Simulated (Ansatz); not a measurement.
An Ansatz run on BeTe (zincblende) left the output below. The cell was relaxed with r2SCAN and then strained (isotropic +2.0 % on every length), with the atoms relaxed again with r2SCAN; k points keep the names of the unstrained zone.

Structure:
```
Be Te
1.0
     0.00000    2.88520    2.88520
     2.88520    0.00000    2.88520
     2.88520    2.88520    0.00000
Be Te
1 1
Cartesian
  0.0000 0.0000 0.0000
  1.4426 1.4426 1.4426
```

What the program printed (shortened):
```
Functional definition: r2SCAN
Crystal: 2 atoms, lattice volume = 48.035 Å³
Basis set: ecut = 500 eV, 1243 PW (Γ)
Bands: 13, of which v1, the nominal top of the filled ones, is band 9 counted from 1 (8 counted from 0)
Symmetry: 24 space group operations
k-points: 46 of 216 (irreducible under 4 space group operations, time reversal used)
SCF 1 converged in 7 iterations: F = -7089.056482 eV  dr2 = 1.52e-11
SCF 1 converged in 3 iterations: F = -7089.061425 eV  dr2 = 9.56e-8
SCF converged after 7 iterations
Free energy (F): -7089.056482 eV
Fermi energy:    6.295871 eV
--- Per-component energies (eV) ---
  E_band       = -293.802251
  E_kinetic    = 197.707465
  E_local      = -1430.792472
  E_nonlocal   = -305.779981
  E_hartree    = 881.868595
  E_xc         = -132.811932
  E_vxc        = -132.018413
  E_paw        = -4748.123191
  E_vpaw       = -394.200643
  E_vtau       = 7.544449
  E_ewald      = -1551.397754
  E_core_change = 0.272828
--- Dielectric response (ions clamped): 3 representative field directions + reference, inside a basis on a mesh of 216 k-points ---
  ε∞ (high-frequency dielectric tensor):
        6.786913     0.000000     0.000000
        0.000000     6.786913     0.000000
        0.000000     0.000000     6.786913
  Born effective charges Z* (e; rows j = field, columns β = displacement):
    site 0:
         1.56071    0.00000    0.00000
         0.00000    1.56071    0.00000
         0.00000    0.00000    1.56071
    site 1:
        -1.56071    0.00000    0.00000
         0.00000   -1.56071    0.00000
         0.00000    0.00000   -1.56071
  ε∞ is read to err by 1.9e-2, Z* by 1.7e-2 e
```

**Question.** What input produced it? Give the YAML.

**Answer.**
```yaml
crystal:
  # lattice and atoms as above
kpoints:
  mp_grid: { grid: [6, 6, 6] }
hamiltonian:
  xc: r2scan
scf:
  occupations: { method: fixed }
dielectric: {}
```
The term E_vtau belongs to a meta-GGA, which reads the kinetic-energy density. A response with clamped ions alone is the dielectric block. Keys that aren't typed take their defaults; thresholds and the kind of smearing can't be read off these lines.

Run as `ansatz run input.yaml --threads 2 --pin off --max-ram 29491MiB --backend cpu --events-out ev --progress --plain --runs-dir out`. It took 26 s on 2 threads of AMD EPYC 7R13 Processor (Zen 3), on a shared host; peak host memory 0.86 GiB.

No spin polarisation and no zero-point or thermal motion.
